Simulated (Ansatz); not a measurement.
Crystal: HgTe.

```
CELL_PARAMETERS angstrom
-3.04560 3.04560 1.55941
3.04560 -3.04560 1.55941
3.04560 3.04560 -1.55941
ATOMIC_POSITIONS crystal
Hg 0.75000 0.25000 0.50000
Te 0.00000 0.00000 0.00000
```

Measurements of this composition are mostly on another form, of space group No. 216.

| Item | Value |
| --- | --- |
| Program | Ansatz 0.2.0 |
| Task | relaxation of cell and atoms |
| Functional | HF |
| Potentials or basis | Ansatz PAW |
| Cutoff | 420 eV (not typed: the program's choice for these potentials) |
| k mesh | 5 × 5 × 5 |
| Occupations | fermi-dirac, width 0.05 eV |
| Spin | no spin polarisation |

At the start: volume 28.93 Å³/atom.

**Question.** How do energy, volume and symmetry change on relaxing?

**Answer.** It ends after 11 steps and the volume is 31.21 Å³/atom (+7.9 %); space group I-4m2 (No. 119, to 0.05 Å).

The path:
```
step  energy change (eV)  largest force (eV/Å)  volume (Å³)
   1              0.0000                0.0000        57.86
   2             -0.1155                0.0000        61.68
   3             -0.4802                0.0000        63.04
   4             -0.6011                0.0000        62.99
   5             -0.6386                0.0000        61.38
   6             -0.6386                0.0000        61.69
   7             -0.6384                0.0000        61.82
   8             -0.6535                0.0000        61.82
   9             -0.6544                0.0000        62.18
  10             -0.6541                0.0000        62.43
  11             -0.6555                0.0000        62.43
```

Final structure:
```yaml
crystal:
  lattice:
    - [-2.89231, 2.89231, 1.86566]
    - [2.89231, -2.89231, 1.86566]
    - [2.89231, 2.89231, -1.86566]
  atoms:
    - { symbol: Hg, position: [0.75000, 0.25000, 0.50000] }
    - { symbol: Te, position: [0.00000, 0.00000, 0.00000] }
```

Caveat: the k mesh is coarse (spacing up to 0.45 Å⁻¹), so the values aren't converged, least of all with exact exchange; the plane-wave basis is chosen anew once the cell has moved, so the energies of steps on either side of that aren't comparable; the pressure holds a Pulay correction of +0.3 GPa for the finite cutoff; the PAW data sets come from PBE, with cores solved anew for the run's functional, which leaves a small shift of forces and pressure.
